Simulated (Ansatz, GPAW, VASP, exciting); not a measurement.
**PbS: programs and potentials compared**

```
CELL_PARAMETERS angstrom
0.00000 2.96575 2.96575
2.96575 0.00000 2.96575
2.96575 2.96575 0.00000
ATOMIC_POSITIONS crystal
Pb 0.00000 0.00000 0.00000
S 0.50000 0.50000 0.50000
```

Alike in all runs: task single point; functional PBE; k mesh 8 × 8 × 8; occupations gaussian, width 0.011 eV; no spin polarisation; no spin-orbit coupling. Pressure is positive in compression and, in plane waves, holds the error of the finite cutoff.

```
                                                         program and potentials  plane-wave cutoff (eV)  notes  band gap (eV)  pressure (GPa)
                                 Ansatz, all-electron LAPW, scalar-relativistic                       -      -           0.36            2.24
                                     GPAW, GPAW PAW data sets (gpaw-data 1.2.1)                     600      -           0.31            2.00
exciting, all-electron LAPW+lo, shipped species files, valence relativity iora*                       -      -           0.36               -
                                            VASP, PBE PAW files Pb_d, S, 520 eV                     520      -           0.36            2.17
```

The band gap spans 0.31 (GPAW, GPAW PAW data sets (gpaw-data 1.2.1)) to 0.36 eV (VASP, PBE PAW files Pb_d, S, 520 eV), with all-electron results at 0.36. The pressure spans 2.00 (GPAW, GPAW PAW data sets (gpaw-data 1.2.1)) to 2.24 GPa (Ansatz, all-electron LAPW, scalar-relativistic), with all-electron results at 2.24. Spin-orbit coupling, left out here, moves the band edges of heavy atoms.

The functional is the same throughout but for its coding, so the spread measures potentials, basis and numerics; runs on potential files found faulty are left out.
